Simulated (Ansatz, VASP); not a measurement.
# GaN in two plane-wave programs, part 3 of 3

Wanted: the spread between two codes on one cell, functional and k mesh.

VASP 6.6.1 and Ansatz 0.2.0.

So far. Step 4 (Differences): The forces differ by 1.9 meV/Å r.m.s., which is 2.2 % of the r.m.s. force of 0.09 eV/Å (both taken over all components). Among the levels compared at these points, filled levels agree within 5 meV and empty ones within 17 meV.

The database entry behind the starting cell differs from later determinations by our own check (about 0.3 % short, ideal inner coordinate), so it need not match the best structure at ambient conditions.

## 6. VASP: band structure, PBE-EpsX with an exact-exchange share of 0.172

Level of this step: PBE-EpsX, exact-exchange share 1/5.798; plane waves and PAW (Ga_d, N) (VASP).

The same cell, functional, mesh and smearing now go to VASP, with its own data sets and cutoff.

The run reads the wave functions of an earlier VASP run, which isn't shown here.

Input file INCAR:

```
SYSTEM = GaN
PREC = Accurate
ENCUT = 520
EDIFF = 1E-06
NELM = 100
ISMEAR = 0
SIGMA = 0.02
LREAL = .FALSE.
ALGO = Normal
LHFCALC = .TRUE.
AEXX = 0.172
GGA = PE
LASPH = .TRUE.
NBANDS = 24
PRECFOCK = Fast
HFRCUT = -1
LORBIT = 11
LWAVE = .FALSE.
LCHARG = .FALSE.
KPAR = 8
```

Input file POSCAR:

```
GaN
1.0
    3.1800000000      0.0000000000      0.0000000000
   -1.5900000000      2.7539607840      0.0000000000
    0.0000000000      0.0000000000      5.1660000000
Ga N
2 2
Direct
    0.3333333333      0.6666666667      0.0000000000
    0.6666666667      0.3333333333      0.5000000000
    0.3333333333      0.6666666667      0.3750000000
    0.6666666667      0.3333333333      0.8750000000
```

Input file KPOINTS:

```
Automatic mesh
0
Gamma
5 5 3
0 0 0
```

Input file KPOINTS_OPT:

```
Line mode
6
Line-mode
Reciprocal
  0.00000000   0.00000000   0.00000000 GAMMA
  0.50000000   0.00000000   0.00000000 M

  0.50000000   0.00000000   0.00000000 M
  0.33333333   0.33333333   0.00000000 K

  0.33333333   0.33333333   0.00000000 K
  0.00000000   0.00000000   0.00000000 GAMMA

  0.00000000   0.00000000   0.00000000 GAMMA
  0.00000000   0.00000000   0.50000000 A

  0.00000000   0.00000000   0.50000000 A
  0.50000000   0.00000000   0.50000000 L

  0.50000000   0.00000000   0.50000000 L
  0.33333333   0.33333333   0.50000000 H

  0.33333333   0.33333333   0.50000000 H
  0.00000000   0.00000000   0.50000000 A

  0.50000000   0.00000000   0.50000000 L
  0.50000000   0.00000000   0.00000000 M

  0.33333333   0.33333333   0.00000000 K
  0.33333333   0.33333333   0.50000000 H
```

Potentials, in the order of the species: Ga_d and N (PBE family, release 64).

On the command line:

```bash
mpirun -np 8 vasp_std
```

Numbers of over 12 decimals in the logs are rounded to 6 here.

Output:

```text
[banner, memory and clock lines left out]
running    8 mpi-ranks, on    1 nodes
[...]
[... a notice as in an earlier step ...]

 LDA part: xc-table for (Slater+PW92), standard interpolation
 found WAVECAR, reading the header
 POSCAR, INCAR and KPOINTS ok, starting setup
[...]
HFRCUT set to (new)   9.321890
 reading WAVECAR
 the WAVECAR file was read successfully
 initial charge from wavefunction
 entering main loop
       N       E                     dE             d eps       ncg     rms          rms(c)
DAV:   1    -0.290943237473E+02   -0.29094E+02   -0.55440E-01   704   0.204E+01    0.544E-01
DAV:   2    -0.290928895915E+02    0.14342E-02   -0.65537E-02   744   0.505E+00    0.399E-01
DAV:   3    -0.290915855914E+02    0.13040E-02   -0.79657E-03   800   0.164E+00    0.239E-01
DAV:   4    -0.290914578685E+02    0.12772E-03   -0.16454E-03   696   0.407E-01    0.113E-01
[...]
DAV:   8    -0.290913394529E+02    0.41093E-05   -0.11931E-06   304   0.109E-02    0.124E-02
DAV:   9    -0.290913378433E+02    0.16095E-05   -0.67779E-07   264   0.765E-03    0.733E-03
DAV:  10    -0.290913371649E+02    0.67842E-06   -0.21951E-07   264   0.535E-03
   1 F= -.29091337E+02 E0= -.29091337E+02  d E =-.716667E-13
 Start KPOINTS_OPT (optional k-point list driver)
k-point batch [1-10\54]
       N       E                     dE             ncg
DAV:   1     0.965181546810E+03   -0.85434E+04      528
DAV:   2    -0.190343228612E+04   -0.28686E+04      496
DAV:   3    -0.226123037784E+04   -0.35780E+03      592
DAV:   4    -0.227604010860E+04   -0.14810E+02      640
DAV:   5    -0.227625586769E+04   -0.21576E+00      624
DAV:   6    -0.227626172135E+04   -0.58537E-02      736
DAV:   7    -0.227626181724E+04   -0.95892E-04      608
DAV:   8    -0.227626182053E+04   -0.32843E-05      552
DAV:   9    -0.227626182067E+04   -0.14369E-06      440
[...]
k-point batch [51-54\54]
       N       E                     dE             ncg
DAV:   1     0.898267137327E+04   -0.59206E+04      200
DAV:   2     0.783058885034E+04   -0.11521E+04      208
DAV:   3     0.769597266104E+04   -0.13462E+03      240
DAV:   4     0.769111636894E+04   -0.48563E+01      232
DAV:   5     0.769103178857E+04   -0.84580E-01      256
DAV:   6     0.769102880099E+04   -0.29876E-02      280
DAV:   7     0.769102877074E+04   -0.30256E-04      224
DAV:   8     0.769102877035E+04   -0.38785E-06      160
```

OUTCAR, selected parts (step 6):

```text
 POSITION                                       TOTAL-FORCE (eV/Angst)
 -----------------------------------------------------------------------------------
     -0.00000      1.83597      0.00000        -0.000000     -0.000000     -0.147078
      1.59000      0.91799      2.58300        -0.000000      0.000000     -0.147078
     -0.00000      1.83597      1.93725        -0.000000     -0.000000      0.147078
      1.59000      0.91799      4.52025         0.000000     -0.000000      0.147078
 -----------------------------------------------------------------------------------
    total drift:                                0.000001     -0.000004     -0.000526

  FREE ENERGIE OF THE ION-ELECTRON SYSTEM (eV)
  ---------------------------------------------------
  free  energy   TOTEN  =       -29.0913371649 eV

  energy  without entropy=      -29.0913371649  energy(sigma->0) =      -29.09133716

[... 2 parts as in an earlier step ...]

[... 1 further part left out ...]
[key lines of the parts left out:]
E-fermi :   4.7074
```

## 7. Differences

The two programs side by side:

```tsv
quantity	Ansatz	VASP	difference
gap over the path points (eV)	3.309	3.332	-0.023
```

Forces (eV/Å; atoms numbered as in POSCAR):

```tsv
atom	Ansatz x, y, z	VASP x, y, z
Ga1	0.000, 0.000, -0.150	0.000, 0.000, -0.147
Ga2	0.000, 0.000, -0.150	0.000, 0.000, -0.147
N3	0.000, 0.000, 0.150	0.000, 0.000, 0.147
N4	0.000, 0.000, 0.150	0.000, 0.000, 0.147
```

Levels at points of the path, from each program's valence-band top (eV; 4 filled, then empty):

```tsv
k (reciprocal lattice)	Ansatz	VASP
0.000 0.000 0.000	-1.13 -0.06 0.00 0.00 3.31 5.78 10.99	-1.13 -0.05 0.00 0.00 3.33 5.80 11.01
0.400 0.000 0.000	-4.67 -2.80 -1.91 -0.95 6.48 7.17 7.75	-4.67 -2.80 -1.90 -0.95 6.49 7.18 7.75
0.400 0.200 0.000	-4.71 -3.81 -2.64 -2.27 6.78 8.64 8.66	-4.70 -3.81 -2.64 -2.27 6.79 8.65 8.67
0.200 0.200 0.000	-4.64 -3.18 -1.53 -1.39 7.25 7.96 9.14	-4.63 -3.18 -1.52 -1.39 7.26 7.97 9.15
0.000 0.000 0.100	-1.10 -0.37 -0.03 -0.03 3.58 5.80 10.91	-1.11 -0.37 -0.03 -0.03 3.60 5.82 10.93
0.000 0.000 0.500	-0.58 -0.58 -0.58 -0.58 5.76 5.76 10.17	-0.58 -0.58 -0.58 -0.58 5.78 5.78 10.17
0.400 0.000 0.500	-2.12 -2.12 -1.95 -1.95 5.99 5.99 9.50	-2.12 -2.12 -1.95 -1.95 6.00 6.00 9.51
0.400 0.200 0.500	-3.74 -3.74 -1.66 -1.66 7.12 7.12 9.68	-3.74 -3.74 -1.66 -1.66 7.13 7.13 9.68
0.200 0.200 0.500	-2.75 -2.75 -1.94 -1.94 7.20 7.20 9.58	-2.74 -2.74 -1.94 -1.94 7.21 7.21 9.59
0.500 0.000 0.400	-2.56 -2.36 -1.78 -1.73 5.52 6.19 9.23	-2.56 -2.36 -1.78 -1.73 5.53 6.20 9.23
```

The forces differ by 1.4 meV/Å r.m.s., which is 1.7 % of the r.m.s. force of 0.08 eV/Å (both taken over all components). Among the levels compared at these points, filled levels agree within 7 meV and empty ones within 23 meV.

## 8. Summary of results

| Property | Result |
| --- | --- |
| difference in gap over the path points (band structure, HSE06) | -0.017 eV |
| difference in gap over the path points (band structure, PBE-EpsX with an exact-exchange share of 0.172) | -0.023 eV |

In words: The difference in gap over the path points is -0.023 eV (band structure, PBE-EpsX with an exact-exchange share of 0.172), within the 0.08 eV picked in this series as the mark of a large difference. How closely two codes agree says nothing of how well the functional describes the real material.

[Lines on the potential files, build, host, timing and source positions are cut from VASP's logs without a mark.]

[Logs are printed without paths, hosts, clocks, repeated set-up lines and the standing remarks that a program may print on its own settings, such as how far it seeks lower states.]

[Hosts, paths, dates, database ids (printed as entryN), source tags and the programs' standing remarks are cut or masked in the printed files.]
